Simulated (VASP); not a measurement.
Runs of VASP 6.6.1 on Si. It takes space group Fd-3m (No. 227, cubic). Conventional cell: a = 5.431 Å, b = 5.431 Å, c = 5.431 Å, α = 90.00°, β = 90.00°, γ = 90.00°. Si (site symmetry -43m) has 4 Si at 2.35 Å as nearest neighbours. 

```tsv
task	level	potentials or basis	cell	gap on the mesh (eV)	pressure (GPa)
electric field gradients	LDA	VASP PAW LDA potentials, release 64 (Si)	as given	0.49	-1.5
single point	r2SCAN	VASP PAW PBE potentials, release 64 (Si)	as given	0.80	(a)
single point	r2SCAN	VASP PAW PBE potentials, release 64 (Si)	functional r2scan, volume scaled by 1.04	0.87	-3.1
single point	PBEsol	VASP PAW PBE potentials, release 64 (Si)	functional pbesol, volume scaled by 0.96	(b)	4.5
```

Alike in all rows: no spin polarisation; k mesh 11 × 11 × 11; cutoff (eV) 520; smearing fermi-dirac 0.08 eV.

Fill in the values left out.

(a) 0.5; (b) 0.40.

Caveats: an odd mesh through Γ misses points on the zone boundary, where band edges often lie; the PAW data sets were made with another functional, which shifts forces and pressure a little (some runs).
